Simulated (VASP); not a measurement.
**TaC: relaxation of cell and atoms with PBE+D3(BJ)**

TaC:

```
Ta C
1.0
     0.00000    2.22300    2.22300
     2.22300    0.00000    2.22300
     2.22300    2.22300    0.00000
Ta C
1 1
Cartesian
  0.0000 0.0000 0.0000
  2.2230 2.2230 2.2230
```

```yaml
Program: VASP 6.6.1
Task: relaxation of cell and atoms
Functional: PBE
Dispersion: D3(BJ)
Potentials_or_basis: VASP PAW PBE potentials, release 64 (Ta_pv, C)
Cutoff: 600 eV
k_mesh: 14 × 14 × 14
Occupations: methfessel-paxton, width 0.1 eV
Spin: no spin polarisation
Further_INCAR_settings: ALGO = Normal; EDIFF = 1e-06; IBRION = 2; EDIFFG = -0.01; NSW = 90; ISIF = 3
```

```
Relaxed volume                         : 11.00 Å³/atom
Relaxed cell                           : a = 3.145 Å, b = 3.145 Å, c = 3.145 Å, α = 60.00°, β = 60.00°, γ = 60.00°
Space group after relaxing (to 0.05 Å) : Fm-3m (No. 225)
Energy gained by relaxing              : 0.0 meV/atom
Ionic steps                            : 3
Pressure after relaxing                : 0.0 GPa
Band gap on the k mesh                 : none (metal or under the smearing width)
Dispersion energy per atom             : -0.462 eV
```

Final structure:
```
CELL_PARAMETERS angstrom
0.00000 2.22367 2.22367
2.22367 0.00000 2.22367
2.22367 2.22367 0.00000
ATOMIC_POSITIONS crystal
Ta 0.00000 0.00000 0.00000
C 0.50000 0.50000 0.50000
```

Levels at points of the mesh, in eV from the Fermi level:
```csv
k point,band 6,band 7,band 8,band 9,band 10,band 11
"(0.00, 0.00, 0.00)",-1.44,-1.44,-0.59,-0.59,-0.59,0.57
"(0.50, 0.00, 0.00)",-5.61,-5.61,2.65,2.65,3.64,5.32
"(0.50, 0.50, 0.00)",-4.67,-1.88,-1.88,2.54,4.04,4.04
```

Wall time 73 s on 1 thread of Intel(R) Xeon(R) Platinum 8259CL CPU @ 2.50GHz (Skylake/Cascade Lake) (shared host), peak memory 0.2 GiB.

Caveat: pairwise dispersion overbinds metals, which lowers pressure and volume. The run has no spin-orbit coupling, so splittings on Ta are missing.
